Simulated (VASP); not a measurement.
Input of a VASP 6.6.1 run:

Contents of INCAR:

```
SYSTEM = Se
  ALGO = Normal
  EDIFF = 1E-7
  EDIFFG = -0.15
  ENCUT = 520
  GGA = PS
  IBRION = 2
  ISIF = 3
  ISMEAR = 0
  LASPH = .True.
  LCHARG = .False.
  LREAL = .False.
  LWAVE = .False.
  NELM = 100
  NSW = 80
  PREC = Accurate
  PSTRESS = 1250.0
  SIGMA = 0.1
```

The input KPOINTS:

```
k-points
0
Gamma
  21 21 21
  0 0 0
```

Contents of POSCAR:

```
Se
1.0
    1.9250000000      1.1113992700      0.8816666700
   -1.9250000000      1.1113992700      0.8816666700
    0.0000000000     -2.2227985400      0.8816666700
Se
1
Direct
    0.0000000000      0.0000000000      0.0000000000
```

Potentials or basis: VASP PAW PBE potentials, release 64 (Se).

The run is started by

```bash
$ cat potpaw_PBE.64/Se/POTCAR > POTCAR
$ mpirun -np 1 vasp_std > vasp.out
```

**Question.** Predict the relaxed cell.

**Answer.** a = 2.430 Å, b = 2.430 Å, c = 2.430 Å, α = 107.25°, β = 107.25°, γ = 107.25°.

**Question.** Estimate the relaxed volume.

**Answer.** 11.87 Å³/atom.

**Question.** Estimate the band gap on the k mesh.

**Answer.** None (metal or under the smearing width).

**Question.** Estimate the space group after relaxing (to 0.05 Å).

**Answer.** R-3m (No. 166).

Final structure:
```yaml
crystal:
  lattice:
    - [1.95678, 1.12975, 0.89512]
    - [-1.95678, 1.12975, 0.89512]
    - [0.00000, -2.25949, 0.89512]
  atoms:
    - { symbol: Se, position: [0.00000, 0.00000, 0.00000] }
```

Caveat: the cell is relaxed towards a set pressure, so the enthalpy falls and the energy may rise; the PAW data sets were made with another functional, which shifts forces and pressure a little. Zero-point motion and thermal expansion aren't in these numbers.
